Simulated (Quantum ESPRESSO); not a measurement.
# AlNi3: equation of state with PBE

AlNi3:

```xyz
4
Lattice="3.5231 0.0000 0.0000 0.0000 3.5231 0.0000 0.0000 0.0000 3.5231" Properties=species:S:1:pos:R:3 pbc="T T T"
Ni    1.7615    1.7615    0.0000
Ni    1.7615    0.0000    1.7615
Ni    0.0000    1.7615    1.7615
Al    0.0000    0.0000    0.0000
```

The cell is a database's computed one.

- Program: Quantum ESPRESSO 7.5
- Task: equation of state
- Functional: PBE
- Potentials or basis: SSSP 1.3 efficiency PBE
- Cutoff: 748 eV
- Density cutoff: 5987 eV
- k mesh: 8 × 8 × 8
- Occupations: fermi-dirac, width 0.05 eV
- Spin: collinear spin, ferromagnetic start
- Starting moments: [1.0, 1.0, 1.0, 0.0] μB

```
Equilibrium volume                      : 11.36 Å³/atom
Bulk modulus                            : 182 GPa
Pressure derivative of the bulk modulus : 4.6
```

Energy against volume, from the lowest point:
```csv
volume (Å³/atom),energy (meV/atom)
10.276,70.17
10.495,42.94
10.713,23.01
10.932,9.66
11.151,2.18
11.369,0.00
11.588,2.55
```

All runs of the series together: 20 min on 2 threads of Intel(R) Xeon(R) Processor @ 2.50GHz (Skylake/Cascade Lake), on a shared host.
